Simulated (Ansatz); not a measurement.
The parent structure is AlSb in the zinc blende structure (space group F-43m, No. 216).

Space group F-43m (No. 216); a = b = c = 6.177 Å, α = β = γ = 90.00°

```csv
atom,site,symmetry,x,y,z
Sb,4c,-43m,0.2500,0.2500,0.2500
Al,4a,-43m,0.0000,0.0000,0.0000
```
(The calculation used a cell of 2 atoms; values per cell refer to that cell.)

Calculations: Ansatz (a first-principles code), r2SCAN, PAW, cutoff 500 eV, no spin-orbit coupling, earlier PAW set.

For the base:

Smallest direct gap: 2.03 eV
Valley order: a point along ⟨100⟩, about 0.9 Å⁻¹ from Γ 1.51 eV; L along ⟨111⟩ 1.69 eV; Γ 2.03 eV

It is then changed as follows: a hydrostatic pressure of 22.5 GPa.

Q: Estimate the effect on the smallest direct gap.

A: The smallest direct gap rises by 1.53 eV (2.03 eV → 3.56 eV).

Q: What does the calculation give for the valley order after the change?

A: The valley order (the lowest conduction-band minima on the path, energy above the VBM, named in the base's zone) becomes X along ⟨100⟩ 1.02 eV; L along ⟨111⟩ 2.51 eV (base: a point along ⟨100⟩, about 0.9 Å⁻¹ from Γ 1.51 eV; L along ⟨111⟩ 1.69 eV; Γ 2.03 eV).

Spin-orbit coupling, missing from the scalar runs, can matter with Sb. Load acts through the strain it causes; cell and atoms are relaxed under it. No phonon test of stability was made. Measured, AlSb leaves this structure (for a Cmcm phase) near 8.1 GPa (temperature not stated; as listed in Datta, Sujoy, Jana, Debnarayan, arXiv (2020)), on rising pressure, with hysteresis.
